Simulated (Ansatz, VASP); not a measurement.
## V: VASP beside Ansatz

Contents of INCAR:

```
PREC = Accurate
ENCUT = 520
EDIFF = 1E-6
ISMEAR = 0
SIGMA = 0.1
LREAL = False
LASPH = True
NELM = 150
ALGO = Normal
ISIF = 2
LWAVE = False
LCHARG = False
ISPIN = 2
MAGMOM = 2 2
LORBIT = 11
LMAXMIX = 4
GGA = PS
NBANDS = 24
```

Contents of KPOINTS:

```
Automatic mesh
0
Gamma
  6 6 4
```

The input POSCAR:

```
V
1.0
    2.8123009028      0.0000000000      0.0000000000
   -1.4061504514      2.4355240249      0.0000000000
    0.0000000000      0.0000000000      4.4514859628
V
2
Direct
    0.3333333333      0.6666666667      0.2500000000
    0.6666666667      0.3333333333      0.7500000000
```

Input for Ansatz:

```yaml
crystal:
  lattice:
    - [2.8123009028, 0.0, 0.0]
    - [-1.4061504514, 2.4355240249, 0.0]
    - [0.0, 0.0, 4.4514859628]
  atoms:
    - { symbol: V, position: [0.3333333333, 0.6666666667, 0.25], spin: 2.0 }
    - { symbol: V, position: [0.6666666667, 0.3333333333, 0.75], spin: 2.0 }
basis:
  ecutwfc: 420
kpoints:
  mp_grid: { grid: [6, 6, 4] }
hamiltonian:
  xc: pbesol
scf:
  occupations: { method: gaussian, width: 0.1 }
  lower_state_search: "off"
output:
  forces: true
  stress: true
  eigenvalues: true
  populations: true
magnetization:
  spin_polarized: true
```

Alike in both runs: task single point; functional PBEsol; k mesh 6 × 6 × 4; occupations gaussian, width 0.1 eV; collinear spin.

|  | VASP | Ansatz |
| --- | --- | --- |
| version | VASP 6.6.1 | Ansatz 0.2.0 |
| potentials or method | VASP PAW PBE potentials, release 64 (V_sv) | scalar-relativistic, plane waves, PAW |
| plane-wave cutoff (eV) | 520 | 420 |
| valence electrons in the cell | 26 | 26 |

```csv
,VASP,Ansatz,Ansatz less VASP
gap on the k mesh at the Fermi level (eV),none,none,-
pressure (GPa),-18.6,-18.7,-0.15
largest component of the traceless stress (GPa),3.73,3.74,+0.012
net moment per atom (μB),0.25,0.26,+0.002
size of the moment on the site where the two differ most (μB),0.22,0.22,+0.001
```

Site moments also hang on the region over which each program counts them. A gap of «none» marks a metal or a gap that the smearing closes. The functional is the same, so the differences come from potentials, cutoffs and numerics.

Caveats: the k mesh is coarse (spacing up to 0.43 Å⁻¹), so the values aren't converged; so large a pressure means that the cell lies far from this level's equilibrium, or that cutoff or potentials fall short (VASP); the potentials were made for another functional, which shifts forces and pressure (VASP).
